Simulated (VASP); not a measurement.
# Si (P6_3/mmc) in VASP: further runs

One crystal, Si, is run at these levels: PBEsol, LDA; tasks: relaxation of shape and atoms at fixed volume, relaxation of cell and atoms.

Program: VASP 6.6.1. These are calculated values, not measurements. Logs are shortened: lines on timing, memory, paths and dates and some standing lists are left out, and cuts for length are marked.

**1. Starting point**

It takes space group P6_3/mmc (No. 194, hexagonal). Conventional cell: a = 2.666 Å, b = 2.666 Å, c = 4.506 Å, α = 90.00°, β = 90.00°, γ = 120.00°. Si (site symmetry -6m2) has 12 Si at 2.67 to 2.73 Å as nearest neighbours.

This isn't the form of Si at room conditions, which is diamond.

**2. Relaxation of shape and atoms at fixed volume, PBEsol (a relaxed cell with its volume scaled by 1.04)**

The input, INCAR:

```
PREC = Accurate
ENCUT = 600
EDIFF = 1E-7
ISMEAR = 1
SIGMA = 0.1
LREAL = F
LASPH = T
NELM = 80
ALGO = Fast
ISIF = 4
LWAVE = F
LCHARG = F
GGA = PS
IBRION = 2
NSW = 40
EDIFFG = -0.01
```

The input, KPOINTS:

```
regular mesh
0
Gamma
  18 18 8
```

The input, POSCAR:

```
Si                                      
1.0
    2.7049973715      0.0000000000      0.0000000000
   -1.3524986858      2.3425964409      0.0000000000
    0.0000000000      0.0000000000      4.5819177396
  Si            
     2
Direct
     0.3333333300000021    0.6666666699999979    0.2500000000000000
     0.6666666699999979    0.3333333300000021    0.7500000000000000
```

Potentials or basis: VASP PAW PBE potentials, release 64 (Si).

Started as:

```sh
cat potpaw_PBE.64/Si/POTCAR > POTCAR
mpirun -np 1 vasp_std > vasp.out
```

OUTCAR:

```text
PREC = Accurate
   ENCUT = 600
   EDIFF = 1E-7
   ISMEAR = 1
   LREAL = F
   LASPH = T
   NELM = 80
   ISIF = 4
   GGA = PS
   IBRION = 2
   NSW = 40
   EDIFFG = -0.01

 ion  position               nearest neighbor table
   1  0.333  0.667  0.250-   2 2.77   2 2.77   2 2.77   2 2.77   2 2.77   2 2.77
   2  0.667  0.333  0.750-   1 2.77   1 2.77   1 2.77   1 2.77   1 2.77   1 2.77

  LATTYP: Found a hexagonal cell.
 ALAT       =     2.7049973715
 C/A-ratio  =     1.6938714203

  Lattice vectors:

 A1 = (   2.7049973715,   0.0000000000,   0.0000000000)
 A2 = (  -1.3524986858,   2.3425964409,   0.0000000000)
 A3 = (   0.0000000000,   0.0000000000,   4.5819177396)

Analysis of symmetry for initial positions (statically):
=====================================================================
 Subroutine PRICEL returns:
 Original cell was already a primitive cell.

 Routine SETGRP: Setting up the symmetry group for a
 hexagonal supercell.

 Subroutine GETGRP returns: Found 24 space group operations
 (whereof 12 operations were pure point group operations)
 out of a pool of 24 trial point group operations.

The static configuration has the point symmetry D_3d.
 The point group associated with its full space group is D_6h.

Analysis of symmetry for dynamics (positions and initial velocities):
=====================================================================
 Subroutine PRICEL returns:
 Original cell was already a primitive cell.

 Routine SETGRP: Setting up the symmetry group for a
 hexagonal supercell.

 Subroutine GETGRP returns: Found 24 space group operations
 (whereof 12 operations were pure point group operations)
 out of a pool of 24 trial point group operations.

The dynamic configuration has the point symmetry D_3d.
 The point group associated with its full space group is D_6h.

 Subroutine INISYM returns: Found 24 space group operations
 (whereof 12 operations are pure point group operations),
 and found     1 'primitive' translations

----------------------------------------------------------------------------------------

                                     Primitive cell

  volume of cell :      29.0343

  direct lattice vectors                    reciprocal lattice vectors
     2.704997372  0.000000000  0.000000000     0.369686126  0.213438385  0.000000000
    -1.352498686  2.342596441  0.000000000     0.000000000  0.426876769  0.000000000
     0.000000000  0.000000000  4.581917740     0.000000000  0.000000000  0.218249226

  length of vectors
     2.704997372  2.704997372  4.581917740     0.426876769  0.426876769  0.218249226

  position of ions in fractional coordinates (direct lattice)
     0.333333330  0.666666670  0.250000000
     0.666666670  0.333333330  0.750000000

  ion indices of the primitive-cell ions
   primitive index   ion index
                 1           1
                 2           2

----------------------------------------------------------------------------------------

 KPOINTS: regular mesh

Automatic generation of k-mesh.
 Grid dimensions read from file:
 generate k-points for:   18   18    8

 Generating k-lattice:

  Cartesian coordinates                     Fractional coordinates (reciprocal lattice)
     0.020538118  0.011857688  0.000000000     0.055555556  0.000000000  0.000000000
     0.000000000  0.023715376  0.000000000     0.000000000  0.055555556  0.000000000
     0.000000000  0.000000000  0.027281153     0.000000000  0.000000000  0.125000000

  Length of vectors
     0.023715376  0.023715376  0.027281153

  Shift w.r.t. Gamma in fractional coordinates (k-lattice)
     0.000000000  0.000000000  0.000000000

 Subroutine IBZKPT returns following result:
 ===========================================

 Found    185 irreducible k-points:

 Following reciprocal coordinates:
            Coordinates               Weight
  0.000000  0.000000  0.000000      1.000000
  0.055556  0.000000  0.000000      6.000000
  0.111111  0.000000  0.000000      6.000000
  0.166667  0.000000  0.000000      6.000000
  0.222222  0.000000  0.000000      6.000000
  0.277778  0.000000  0.000000      6.000000
[... 16 lines left out ...]
  0.333333  0.111111  0.000000     12.000000
  0.388889  0.111111  0.000000     12.000000
 [... further k-points ...]
   k-points           NKPTS =    185   k-points in BZ     NKDIM =    185   number of bands    NBANDS=      8
   number of dos      NEDOS =    301   number of ions     NIONS =      2
   total plane-waves  NPLWV =  23040
   dimension x,y,z NGX =    24 NGY =   24 NGZ =   40
   dimension x,y,z NGXF=    48 NGYF=   48 NGZF=   80
   ions per type =               2
   NGX,Y,Z   is equivalent  to a cutoff of  14.75, 14.75, 14.51 a.u.
   NGXF,Y,Z  is equivalent  to a cutoff of  29.50, 29.50, 29.03 a.u.
 SYSTEM =  unknown system
   PREC   = accura    normal or accurate (medium, high low for compatibility)
   ISTART =      0    job   : 0-new  1-cont  2-samecut
   ICHARG =      2    charge: 1-file 2-atom 10-const
   ISPIN  =      1    spin polarized calculation?
   LNONCOLLINEAR =      F non collinear calculations
   LSORBIT =      F    spin-orbit coupling
   LASPH  =      T    aspherical Exc in radial PAW
   ENCUT  =  600.0 eV  44.10 Ry    6.64 a.u.   5.40  5.40  9.15*2*pi/ulx,y,z
   NELM   =     80;   NELMIN=  2; NELMDL= -5     # of ELM steps
   EDIFF  = 0.1E-06   stopping-criterion for ELM
   LREAL  =      F    real-space projection
   EDIFFG = -.1E-01   stopping-criterion for IOM
   NSW    =     40    number of steps for IOM
   IBRION =      2    ionic relax: 0-MD 1-quasi-New 2-CG
   NFREE  =      1    steps in history (QN), initial steepest desc. (CG)
   ISIF   =      4    stress and relaxation
   ISYM   =      2    0-nonsym 1-usesym 2-fastsym
   POTIM  = 0.5000    time-step for ionic-motion
   TEBEG  =    0.0;   TEEND  =   0.0 temperature during run
   PSTRESS=    0.0 pullay stress
   NELECT =       8.0000    total number of electrons
   NUPDOWN=      -1.0000    fix difference up-down
   EMIN   =  10.00;   EMAX   =-10.00  energy-range for DOS
   EFERMI =   0.00;   METHOD = LEGACY
   ISMEAR =     1;   SIGMA  =   0.10  broadening in eV -4-tet -1-fermi 0-gaus
   EFERMI_NEDOS =   21; number of points for ismear=-14 and -15
   IALGO  =     68    algorithm
   IMIX   =      4    mixing-type and parameters
     AMIX     =   0.40;   BMIX     =  1.00
     AMIX_MAG =   1.60;   BMIX_MAG =  1.00
  volume/ion in A,a.u.               =      14.52        97.97
  Fermi-wavevector in a.u.,A,eV,Ry     =   1.065289  2.013105 15.440457  1.134842
  Thomas-Fermi vector in A             =   2.200836
   LORBIT       =      0    0 simple, 1 ext, 2 COOP (PROOUT), +10 PAW based schemes
   GGA     = PS    functional components
   LHFCALC =     F    Hartree Fock is set to
   AEXX    =    0.0000 exact exchange contribution
   IVDW    =     0    specifies the selected vdW correction
   LEPSILON=     F    determine dielectric tensor
   LRPA    =     F    only Hartree local field effects (RPA)
 conjugate gradient relaxation of ions
 non-spin polarized calculation
 RMM-DIIS sequential band-by-band and
 Methfessel and Paxton  Order N= 1 SIGMA  =   0.10
  energy-cutoff  :      600.00
  volume of cell :       29.03
 maximum number of plane-waves:      1002
 NGX is ok and might be reduce to    24
   NGX = 11   NGY = 11   NGZ = 19

 number of electron       7.9999999 magnetization

 Free energy of the ion-electron system (eV)
  ---------------------------------------------------
  ext. energy  EPLUGINS =         0.00000000
  ---------------------------------------------------
  free energy    TOTEN  =       -10.73768611 eV

  energy without entropy =      -10.73775336  energy(sigma->0) =      -10.73770853

 E-fermi :  10.0870     XC(G=0): -11.2325

 val. band max:       10.0377922885   @ k =   0.3333   0.3333   0.0000
 cond. band min:      10.0895054944   @ k =   0.5000   0.0000   0.0000
 fundamental gap:      0.0517132059
 Fermi energy:        10.0869615143

 k-point     1 :       0.0000    0.0000    0.0000
  band No.  band energies     occupation
      1      -4.3496      2.00000
      2       1.9710      2.00000
      3       2.9835      2.00000
      4      18.7813      0.00000
      5      18.7813      0.00000
      6      20.1294      0.00000
      7      20.1378      0.00000
      8      20.4293      0.00000

 k-point     2 :       0.0556    0.0000    0.0000
  band No.  band energies     occupation
      1      -4.2678      2.00000
      2       2.0517      2.00000
      3       3.0608      2.00000
      4      17.5152      0.00000
      5      18.1103      0.00000
      6      19.7800      0.00000
      7      20.3579      0.00000
      8      20.8194      0.00000

 k-point     3 :       0.1111    0.0000    0.0000
  band No.  band energies     occupation
      1      -4.0229      2.00000
      2       2.2935      2.00000
      3       3.2926      2.00000
      4      15.4048      0.00000
      5      17.1360      0.00000
      6      19.0658      0.00000
      7      20.1633      0.00000
      8      20.7523      0.00000

 k-point     4 :       0.1667    0.0000    0.0000
  band No.  band energies     occupation
      1      -3.6153      2.00000
      2       2.6952      2.00000
      3       3.6785      2.00000
      4      13.2144      0.00000
      5      16.2416      0.00000
      6      18.1855      0.00000
      7      18.9052      0.00000
      8      19.3448      0.00000

 k-point     5 :       0.2222    0.0000    0.0000
  band No.  band energies     occupation
      1      -3.0461      2.00000
      2       3.2551      2.00000
      3       4.2175      2.00000
      4      11.0791     -0.00000
      5      15.4715      0.00000
      6      16.6644      0.00000
      7      17.7534      0.00000
      8      17.7625      0.00000
[... 177 lines left out ...]
 k-point    22 :       0.2778    0.1111    0.0000
  band No.  band energies     occupation
      1      -1.1887      2.00000
      2       5.0712      2.00000
      3       5.9740      2.00000
      4       7.3590      2.00000
      5      11.4687     -0.00000
      6      13.2554      0.00000
      7      14.2850      0.00000
      8      16.9642      0.00000

 k-point    23 :       0.3333    0.1111    0.0000
  band No.  band energies     occupation
      1      -0.1490      2.00000
      2       5.5469      2.00000
      3       6.1246      2.00000
      4       6.9458      2.00000
      5      11.0772     -0.00000
      6      11.5935     -0.00000
      7      12.6391      0.00000
      8      16.6270      0.00000

 k-point    24 :       0.3889    0.1111    0.0000
  band No.  band energies     occupation
      1       1.0341      2.00000
      2       3.9458      2.00000
      3       7.2564      2.00000
      4       8.0073      2.00000
      5      10.0041      1.99388
      6      10.8832     -0.00000
      7      11.1603     -0.00000
      8      16.4236      0.00000

 [... further k-points ...]
[... 5 lines left out ...]
  --------------------------------------------------------------------------------------
  -------------------------------------------------------------------------------------
  Total       -0.6314194     -0.6314194     -0.6308636      0.0000000     -0.0000000      0.0000000
  in kB      -34.8431084    -34.8431084    -34.8124377      0.0000000     -0.0000000      0.0000000
  external PRESSURE =     -34.8328848 kB  Pullay stress =       0.0000000 kB

 VOLUME and BASIS-vectors are now :
 -----------------------------------------------------------------------------
  energy-cutoff  :      600.00
  volume of cell :       29.03
      direct lattice vectors                 reciprocal lattice vectors
     2.704997372  0.000000000  0.000000000     0.369686126  0.213438385  0.000000000
    -1.352498686  2.342596441  0.000000000     0.000000000  0.426876769  0.000000000
     0.000000000  0.000000000  4.581917740     0.000000000  0.000000000  0.218249226

 POSITION                                       TOTAL-FORCE (eV/Angst)
 -----------------------------------------------------------------------------------
     -0.00000      1.56173      1.14548         0.000000      0.000000      0.000000
      1.35250      0.78087      3.43644        -0.000000     -0.000000      0.000000
 -----------------------------------------------------------------------------------
    total drift:                               -0.000000      0.000000     -0.000000

  FREE ENERGIE OF THE ION-ELECTRON SYSTEM (eV)
  ---------------------------------------------------
  free  energy   TOTEN  =       -10.7376861101 eV

  energy  without entropy=      -10.7377533648  energy(sigma->0) =      -10.73770853

 reached required accuracy - stopping structural energy minimisation
```

Wall time 24 s (1 thread of Intel Xeon Platinum 8488C (Sapphire Rapids), shared host); peak memory 0.18 GiB.

Results:

```
Free energy             : -10.7377 eV
Pressure after relaxing : -3.5 GPa
Band gap on the k mesh  : none (metal or under the smearing width)
```

Final structure:
```yaml
crystal:
  lattice:
    - [2.70500, 0.00000, 0.00000]
    - [-1.35250, 2.34260, 0.00000]
    - [0.00000, 0.00000, 4.58192]
  atoms:
    - { symbol: Si, position: [0.33333, 0.66667, 0.25000] }
    - { symbol: Si, position: [0.66667, 0.33333, 0.75000] }
```

Caveat: the relaxation stopped at its first step, so nothing moved; the PAW data sets were made with another functional, which shifts forces and pressure a little.

(Part 1 of 2 ends here.)
